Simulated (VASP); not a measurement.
Runs of VASP 6.6.1 on Os. The structure is cubic, space group Im-3m (No. 229). Conventional cell: a = 3.064 Å, b = 3.064 Å, c = 3.064 Å, α = 90.00°, β = 90.00°, γ = 90.00°. Around Os (site symmetry m-3m) lie 8 Os at 2.65 Å. This isn't the form of Os at room conditions, which is hcp.

| level | k mesh | cutoff (eV) | smearing | further INCAR settings | gap on the mesh (eV) | pressure (GPa) |
| --- | --- | --- | --- | --- | --- | --- |
| PBEsol | 28 × 28 × 28 | 520 | gaussian 0.1 eV | ALGO = Fast; EDIFF = 1e-06 | none | (a) |
| PBEsol | 20 × 20 × 20 | 700 | gaussian 0.1 eV | ALGO = Fast; EDIFF = 1e-06 | none | 0.2 |
| PBEsol | 20 × 20 × 20 | 900 | gaussian 0.1 eV | ALGO = Fast; EDIFF = 1e-06 | none | 0.2 |
| r2SCAN | 20 × 20 × 20 | 520 | gaussian 0.1 eV | ALGO = Normal; EDIFF = 1e-06 | none | 3.9 |
| PBEsol | 20 × 20 × 20 | 520 | gaussian 0.5 eV | ALGO = Fast; EDIFF = 1e-06 | none | 1.5 |

Alike in all rows: task single point; potentials or basis VASP PAW PBE potentials, release 64 (Os); no spin polarisation; cell as given.

Problem. Fill in the values left out.

Solution. (a) -0.1.

Caveats: the PAW data sets were made with another functional, which shifts forces and pressure a little.

A k mesh can miss the band edges, and the runs leave out spin-orbit coupling on Os.

A gap of «none» marks a metal or a gap under the smearing width.
